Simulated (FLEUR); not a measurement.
The system is C.

```
CELL_PARAMETERS angstrom
2.52210 0.00000 0.00000
-1.26105 2.18420 0.00000
0.00000 0.00000 8.23710
ATOMIC_POSITIONS crystal
C 0.66667 0.33333 0.84375
C 0.33333 0.66667 0.34375
C 0.66667 0.33333 0.65625
C 0.33333 0.66667 0.15625
C 0.00000 0.00000 0.90625
C 0.00000 0.00000 0.40625
C 0.00000 0.00000 0.59375
C 0.00000 0.00000 0.09375
```

This is a hexagonal form of diamond, not graphite.

Base run:

| Item | Value |
| --- | --- |
| Program | FLEUR MaX-R8.1 (later development tree) |
| Functional | LDA (Wigner correlation) |
| Potentials or basis | all-electron |
| Basis | FLAPW |
| Kmax | 5.33 1/bohr |
| k mesh | 12 × 12 × 4 |
| Occupations | fermi-dirac, width 0.05 eV |
| Spin | no spin polarisation |

Its results: band gap on the k mesh 4.30 eV, indirect (least direct gap 5.10 eV).

**Question.** The run is repeated on the same cell with these changes: functional from LDA (Wigner correlation) to LDA. What comes out?

**Answer.** Band gap on the k mesh 4.38 eV, indirect (least direct gap 5.14 eV).
